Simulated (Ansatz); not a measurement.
## GaAs, zinc blende: band edges under a change of volume

How fast do the gaps move when the cell is scaled evenly? The geometries come from the semilocal relaxation.

Calculated with Ansatz 0.2.0, HSE06, PAW files of the set soft_1, cutoff 600 eV, Fermi–Dirac smearing 0.02 eV, k-mesh 6×6×6, no spin polarisation, no spin-orbit coupling.

Reference cell, relaxed at zero pressure with PBEsol (F-43m): a = 4.0017 Å, b = 4.0017 Å, c = 4.0017 Å, α = 60.00°, β = 60.00°, γ = 60.00°.

```
atom       x       y       z
  As  0.7500  0.7500  0.7500
  Ga  0.0000  0.0000  0.0000
```

Levels are read on the k-mesh and along lines from Γ to X = (0.5, 0, 0.5), L = (0.5, 0.5, 0.5), K = (0.375, 0.375, 0.75) and W = (0.5, 0.25, 0.75) in the reciprocal basis of this cell (the letters only name these points), and count from the highest filled level.

```
ln(V/V0)  gap (eV)  direct gap at Γ (eV)  lowest empty at L (eV)
 −0.0619     1.929                 1.929                   1.962
 −0.0202     1.569                 1.569                   1.820
  0.0000     1.397                 1.397                   1.752
  0.0198     1.229                 1.229                   1.687
  0.0392     1.066                 1.066                   1.623
  0.0583     0.908                 0.908                   1.561
```

**Question.** Fit the direct gap at Γ and give it at ln(V/V0) = −0.0408, a row left out above.

A straight line through the 6 rows: the means are 0.005867 for ln(V/V0) and 1.3497 for the level, Σ(Δx)² = 0.009361 and ΣΔxΔy = −0.07955, so the slope is −0.07955/0.009361 = −8.4982 and the intercept 1.3497 − (−8.4982)(0.005867) = 1.3995.

The slope is the volume deformation potential of this gap, −8.50 eV, as a mean over the range. The line gives 1.746 eV. The run itself gives 1.747 eV, so the estimate misses by 0.001 eV, a rounding's worth.

The gap is direct at Γ in every row. Spin-orbit coupling, left out here, splits the valence top by 0.1 eV or more with such elements and lowers the gap.

[Logs are printed without paths, hosts, clocks, repeated set-up lines and the standing remarks that a program may print on its own settings, such as how far it seeks lower states.]
